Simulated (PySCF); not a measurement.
Do core-level shifts follow atomic charges?

Species: C3H10N (charge +1).
Cartesian coordinates in Å at the PBE0-D3(BJ)/def2-SVP level; atoms count from 1:
```
atom  x, y, z in Å
C1    -1.5372    0.3293   -0.0850
C2    -0.6678   -0.5522    0.8001
C3     0.7275   -0.0136    1.0429
N4     1.4924    0.1158   -0.2471
H5    -1.6252    1.3504    0.3178
H6    -2.5535   -0.0822   -0.1538
H7    -1.1733    0.3973   -1.1253
H8    -0.6055   -1.5787    0.3980
H9    -1.1296   -0.6579    1.7943
H10    1.3225   -0.6691    1.6940
H11    0.7076    0.9924    1.4875
H12    1.6137   -0.7975   -0.7048
H13    0.9872    0.7170   -0.9123
H14    2.4274    0.5197   -0.1103
```

Binding energies: delta-SCF UKS SCAN, pcX-2 on the ionised atom, pcseg-1 elsewhere, spin-free X2C in PySCF. Charges: PBE0/pcSseg-1 ground-state density, for the ionised atom.

```csv
atom,environment,C 1s (eV),Mulliken (e),IAO (e),Hirshfeld (e),ESP (e)
C1,methyl carbon,295.15,-0.324,-0.427,-0.103,-0.269
C2,chain CH2 carbon,295.80,-0.302,-0.267,-0.052,+0.007
C3,sp3 carbon bound to nitrogen,297.82,-0.129,-0.154,+0.030,+0.030
```

How well does each charge scheme correlate with the binding energies over these sites?

Mulliken: r = 0.99, slope 12.9 eV per e; Hirshfeld: r = 0.99, slope 20.4 eV per e; IAO: r = 0.93, slope 9.4 eV per e; ESP: r = 0.74, slope 6.2 eV per e. On 3 points no scheme stands out.

The point-charge model writes a binding energy as kq + V + constant, with V the potential of the other atoms' charges at the site. What does it give with the ESP charges?

V = Σ 14.40 eV Å × q/r over all other atoms: +8.38 eV at C1, +5.34 eV at C2, +6.46 eV at C3. Fitting binding energy − V to q gives k = 14.5 eV per e and leaves an rms residual of 0.23 eV, against 0.77 eV for the fit on q alone. The model has no term for differences in relaxation between sites.

The species carries charge +1, so core ionisation leaves charge +2. Isolated species at its PBE0-D3(BJ)/def2-SVP geometry (one conformer only).
